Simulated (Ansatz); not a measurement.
# HgSe (F-43m) in Ansatz: further runs

The runs below take HgSe through single point, with PBE.

Program: Ansatz 0.2.0. These are calculated values, not measurements. Logs are shortened: lines on timing, memory, paths and dates and some standing lists are left out, and cuts for length are marked.

### Step 1. Starting point

Symmetry: F-43m, No. 216, cubic system. The conventional cell has a = 6.078 Å, b = 6.078 Å, c = 6.078 Å, α = 90.00°, β = 90.00°, γ = 90.00°. Around Hg (site symmetry -43m) lie 4 Se at 2.63 Å. Around Se (site symmetry -43m) lie 4 Hg at 2.63 Å.

### Step 2. Single point, PBE

Input file input.yaml:

```yaml
crystal:
  lattice:
    - [0.0, 3.039, 3.039]
    - [3.039, 0.0, 3.039]
    - [3.039, 3.039, 0.0]
  atoms:
    - { symbol: Hg, position: [0.0, 0.0, 0.0] }
    - { symbol: Se, position: [0.75, 0.75, 0.75] }
hamiltonian:
  xc: pbe
  pseudopotentials: { kind: paw }
kpoints:
  mp_grid: { grid: [8, 8, 8] }
scf:
  occupations: { method: gaussian, width: 0.013 }
output:
  forces: true
  stress: true
  eigenvalues: true
```

Potentials or basis: Ansatz PAW.

Launch:

```console
$ ansatz run input.yaml --threads 2 --pin off --max-ram 5632MiB --backend cpu --events-out ev --progress --plain --runs-dir out
```

Log:

```text
Warning: RAYON_NUM_THREADS=2 ignored (pool sized by the plan → 2); use --threads N
Engine: ansatz 0.2.0, x86_64-unknown-linux-gnu
Pseudopotentials: kind: paw
Pseudopotential: Hg, paw, valence charge 20, recommended cutoff 420 eV (normal), Hg.paw.azcp
Pseudopotential: Se, paw, valence charge 16, recommended cutoff 420 eV (normal), Se.paw.azcp
Functional definition: PBE
  parameter kappa = 0.804
  parameter beta = 0.06672455060314922
  exchange = pbe_x(kappa = kappa, mu = beta*pi^2/3)
  correlation = pbe_c(beta = beta)
Crystal: 2 atoms, lattice volume = 56.133 Å³
Basis set: ecut = 420 eV, 1067 PW (Γ), exchange–correlation on 60×60×60 points (8 copies of the dense FFT grid, shifted against one another)
Bands: 22, of which v1, the nominal top of the filled ones, is band 18 counted from 1 (17 counted from 0)
Symmetry: 24 space group operations
Space group: F-43m (ITA 216), of the structure as read, at distance tolerance 3.8e-5 Å
k-points: 29 of 512 (time reversal used)
Non-local potential: Hg, projectors of the file, l = 0: 3, l = 1: 2, l = 2: 2, l = 3: 1
Non-local potential: Se, projectors of the file, l = 0: 2, l = 1: 2, l = 2: 3, l = 3: 1
PAW form: soft (Blöchl's): semilocal exchange-correlation on the pseudo side does not see the compensation charge
PAW one-centre angular grid: Hg, 590 points (default); XC on 64 Gauss nodes
PAW one-centre angular grid: Se, 590 points (default); XC on 64 Gauss nodes
Initial density: superposition of atomic densities (neutral atoms: chi_scale 0, normalization atom), corrected by the library's trained network
Initial wavefunctions: pseudopotential atomic-orbital guess
Functional: x = pbe(κ = 0.804, μ = 0.2195149727645171), c = pbe(β = 0.06672455060314922)
SCF iter   1: F=—  HF=-19282.887392 eV  |F-HF|=—  |Δ(HF+E_count)|=         —  Δρ=1.24e-3  dr2=1.52e-3  ethr=1.77e-3  ⟨swp⟩=6.0  Hψ=2824  notcnv=0
preconditioner: auto → none  [insulator: Δε(μ)=0.614 eV  Ē_g=11.329 eV  σ=0.013 eV  W_gap=0.66  n_scr=14 (ndim 8)  ℏωp=21.0 eV  f_vac=0.193  D(μ)=0.46/eV (n_scr^D=0)  ε∞_Penn≈4.4]
SCF iter   2: F=—  HF=-19282.888122 eV  |F-HF|=—  |Δ(HF+E_count)|=   7.30e-4  Δρ=5.01e-4  dr2=1.46e-4  ethr=4.22e-6  ⟨swp⟩=2.0  Hψ=1253  notcnv=0
SCF iter   3: F=—  HF=-19282.888174 eV  |F-HF|=—  |Δ(HF+E_count)|=   5.22e-5  Δρ=2.42e-4  dr2=3.20e-5  ethr=4.06e-7  ⟨swp⟩=2.1  Hψ=1147  notcnv=0
SCF iter   4: F=—  HF=-19282.888218 eV  |F-HF|=—  |Δ(HF+E_count)|=   4.35e-5  Δρ=8.77e-5  dr2=4.73e-6  ethr=8.90e-8  ⟨swp⟩=2.0  Hψ=897  notcnv=0
SCF iter   5: F=—  HF=-19282.888226 eV  |F-HF|=—  |Δ(HF+E_count)|=   8.25e-6  Δρ=1.70e-5  dr2=1.45e-7  ethr=1.31e-8  ⟨swp⟩=2.0  Hψ=900  notcnv=0
SCF iter   6: F=-19282.888226 eV  HF=-19282.888226 eV  |F-HF|=2.83e-8  |Δ(HF+E_count)|=   4.07e-7  Δρ=5.04e-6  dr2=9.60e-9  ethr=2.78e-10  ⟨swp⟩=5.7  Hψ=2723  notcnv=0
SCF 1 converged in 6 iterations: F = -19282.888226 eV  dr2 = 9.60e-9
SCF converged after 6 iterations
Free energy (F): -19282.888226 eV
Harris-Foulkes:  -19282.888226 eV  (|F-HF|=2.83e-8)
Internal energy: -19282.888187 eV  (E = F + TS)
E sigma→0 (E₀):  -19282.888207 eV
Entropy (-TS):   -0.000039 eV (-0.020 meV/atom)
Fermi energy:    8.903913 eV
--- Per-component energies (eV) ---
  E_band       = -869.487703
  E_kinetic    = 722.436090
  E_local      = -5776.249136  (includes V_loc(G=0)·N_el)
  E_nonlocal   = -522.622088
  E_hartree    = 2644.575684
  E_xc         = -324.611083
  E_vxc        = -360.479072  (∫ρ·V_xc dr)
  E_paw        = -11855.651730  (= ΣΔE_a)
  E_vpaw       = -221.725625  (= ΣTr[D̂ρ^β])
  E_aug_tail   = 0.000345  (compensation charges beyond the density's cutoff)
  E_ewald      = -4170.766268
  E_smearing   = -0.000039  (= −TS)
  E_closure    = -0.000000  (closes the sum)
  Σ components = -19282.888226   (vs F -19282.888226, Δ=0.00e0)
--- Forces (eV/Å), atoms counted from 1 ---
  atom   1  Hg    -0.00000000    -0.00000000     0.00000000
  atom   2  Se     0.00000000    -0.00000000     0.00000000
  max |Σ_I F_I| component: 3.70e-17 eV/Å
--- Stress (GPa, compression-positive) ---
        4.716986      -0.000000      -0.000000
       -0.000000       4.716986       0.000000
       -0.000000       0.000000       4.716986
  P = ⅓ Tr σ = 4.7170 GPa (47.170 kbar)
--- Band table (eV; the first three rows and the last of 29) ---
  k-point 0: bands = ["-105.5743", "-54.0452", "-54.0452", "-54.0452", "-38.6112", "-38.6112", "-38.6112", "-38.6078", "-38.6078", "-4.5783", "1.7196", "1.7196", "1.7196", "2.4679", "2.4679", "7.9699", "8.9000", "8.9000", "8.9000", "14.3974", "14.3974", "14.3974"]
  k-point 1: bands = ["-105.5743", "-54.0453", "-54.0452", "-54.0452", "-38.6112", "-38.6112", "-38.6112", "-38.6078", "-38.6078", "-4.5114", "1.7484", "1.7503", "1.7503", "2.4655", "2.4655", "7.0545", "8.7405", "8.7405", "9.5189", "14.0578", "14.6145", "14.6145"]
  k-point 2: bands = ["-105.5743", "-54.0454", "-54.0453", "-54.0453", "-38.6113", "-38.6112", "-38.6112", "-38.6077", "-38.6077", "-4.3448", "1.8185", "1.8185", "1.8920", "2.4709", "2.4709", "5.6480", "8.3844", "8.3844", "9.9767", "14.2650", "15.0017", "15.0017"]
  k-point 28: bands = ["-105.5743", "-54.0456", "-54.0455", "-54.0454", "-38.6114", "-38.6113", "-38.6112", "-38.6077", "-38.6077", "-3.9359", "2.0139", "2.1200", "2.3868", "2.4131", "3.0890", "3.5974", "6.1498", "6.4752", "12.5291", "14.0357", "14.9957", "16.3689"]
```

Wall time 2.4 s (2 threads of Intel Xeon at 2.50GHz (Skylake/Cascade Lake), shared host); peak memory 0.37 GiB.

What came out:

| Item | Value |
| --- | --- |
| Free energy | -19282.8882 eV |
| Pressure | 4.7 GPa |
| Band gap on the k mesh | none (metal or under the smearing width) |

### Step 3. Single point, PBE

Changes to input.yaml since step 2:

```diff
@@ -14,3 +14,3 @@
 scf:
-  occupations: { method: gaussian, width: 0.013 }
+  occupations: { method: gaussian, width: 0.014 }
 output:
```

Potentials or basis: Ansatz PAW.

Launch:

```console
$ ansatz run input.yaml --threads 2 --pin off --max-ram 5632MiB --backend cpu --events-out ev --progress --plain --runs-dir out
```

Wall time 2.6 s (2 threads of Intel Xeon at 2.50GHz (Skylake/Cascade Lake), shared host); peak memory 0.37 GiB.

It converged, with:

```
Free energy            : -19282.8882 eV
Pressure               : 4.7 GPa
Band gap on the k mesh : none (metal or under the smearing width)
```

Levels at points of the mesh, in eV from the Fermi level:
```tsv
k point	band 15	band 16	band 17	band 18	band 19	band 20	band 21	band 22
(0.00, 0.00, 0.00)	-6.44	-0.93	0.00	0.00	0.00	5.49	5.49	5.49
(0.00, 0.00, -0.50)	-6.11	-5.53	-0.98	-0.98	1.12	6.26	6.26	6.99
(0.00, -0.50, -0.50)	-6.06	-5.10	-2.31	-2.31	2.79	3.00	8.45	9.86
```

Spin-orbit coupling is left out, which matters for the levels of Hg.
